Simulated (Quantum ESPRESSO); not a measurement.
# Sn: equation of state with r2SCAN

Crystal: Sn.

```
Sn
1.0
    -1.72654    1.77555    2.33834
     1.72654   -1.77555    2.33834
     1.72654    1.77555   -2.33834
Sn
1
Direct
  0.00000 0.00000 0.00000
```

This isn't the form of Sn at room conditions, which is tetragonal (white tin).

```
Program             : Quantum ESPRESSO 7.5
Task                : equation of state
Functional          : r2SCAN
Potentials or basis : SG15 PBE 1.2
Cutoff              : 952 eV
Density cutoff      : 3810 eV
k mesh              : 9 × 9 × 9
Occupations         : fermi-dirac, width 0.05 eV
Spin                : no spin polarisation
Symmetry            : off
Mixing beta         : 0.5
Most SCF iterations : 120
SCF threshold       : 1e-08 Ry
```

| Quantity | Value |
| --- | --- |
| Equilibrium volume | 26.93 Å³/atom (rough: see the caveat) |
| Bulk modulus at fixed shape and positions | 54 GPa (rough) |

Energy against volume, from the lowest point:
```tsv
volume (Å³/atom)	energy (meV/atom)
26.953	0.00
27.526	2.14
28.100	7.91
28.673	16.93
29.247	28.85
29.820	43.35
30.394	60.15
```

All runs of the series together: 27 min on 2 threads of Arm Neoverse V1, with other jobs on the host.

Caveat: the potentials were made for another functional, which shifts forces and pressure; the minimum lies outside the volumes run; the cell was scaled at fixed shape and fractional positions, which overstates the stiffness of a crystal with free parameters, most of all of layers and chains.
